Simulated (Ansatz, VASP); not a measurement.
SiC in VASP and in Ansatz

```
Si C
1.0
     3.07600    0.00000    0.00000
    -1.53800    2.66389    0.00000
     0.00000    0.00000    5.04800
Si C
2 2
Cartesian
  0.1414 1.9173 0.0000
  1.5380 0.8880 2.5240
  0.0000 1.7759 1.9435
  1.5380 0.8880 4.4675
```

Alike in both runs: task single point; functional PBE; k mesh 6 × 6 × 4; occupations gaussian, width 0.05 eV; no spin polarisation.

|  | VASP | Ansatz |
| --- | --- | --- |
| version | VASP 6.6.1 | Ansatz 0.2.0 |
| potentials or method | VASP PAW PBE potentials, release 64 (Si, C) | scalar-relativistic, plane waves, PAW |
| plane-wave cutoff (eV) | 520 | 420 |
| valence electrons in the cell | 16 | 16 |

Ansatz gave:

```
gap on the k mesh at the Fermi level (eV)       : 1.95
least direct gap on the mesh (eV)               : 3.77
pressure (GPa)                                  : 6.1
largest component of the traceless stress (GPa) : 7.90
rms of the force components (eV/Å)              : 1.556
```

Task: What did VASP give for the same quantities?

Result: gap on the k mesh at the Fermi level (eV): 1.94; least direct gap on the mesh (eV): 3.77; pressure (GPa): 6.0; largest component of the traceless stress (GPa): 7.89; rms of the force components (eV/Å): 1.556.

Atom by atom the forces differ by 0.001 eV/Å (rms over components).

Caveats: forces of over 1 eV/Å show positions far from the minimum, so gaps and moduli don't describe the material at rest. A k mesh can miss the band edges.
